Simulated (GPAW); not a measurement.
Runs of GPAW 26.7.0 on TaN. It takes space group Fm-3m (No. 225, cubic). Conventional cell: a = 4.423 Å, b = 4.423 Å, c = 4.423 Å, α = 90.00°, β = 90.00°, γ = 90.00°. Ta (site symmetry m-3m) is surrounded by 6 N at 2.21 Å. N (site symmetry m-3m) has 6 Ta at 2.21 Å as nearest neighbours. The cell comes from a database or a generator and needn't be the stable form of this composition.

| level | gap on the mesh (eV) | pressure (GPa) | relaxed volume (Å³/atom) |
| --- | --- | --- | --- |
| PBEsol+D4 | none | 0.0 | (a) |
| PBEsol+D3(BJ) | none | 0.0 | 10.25 |
| PBEsol | none | 0.3 | (b) |
| PBEsol+D3 | none | 0.0 | 10.29 |
| PBEsol+D3(BJ)+ATM | none | 0.0 | 10.30 |

Alike in all rows: task relaxation of cell and atoms; potentials or basis PAW data sets generated in the run's folder for this functional, pw; no spin polarisation; cell relaxed; k mesh 10 × 10 × 10; cutoff (eV) 800; smearing fermi-dirac 0.05 eV.

**Question.** Fill in the values left out.

**Answer.** (a) 10.37; (b) 10.45.

Caveats: later steps reuse the first step's grids; pairwise dispersion overbinds metals, which lowers pressure and volume (some runs).

A k mesh can miss the band edges, and the runs leave out spin-orbit coupling on Ta.

A gap of «none» marks a metal or a gap under the smearing width.
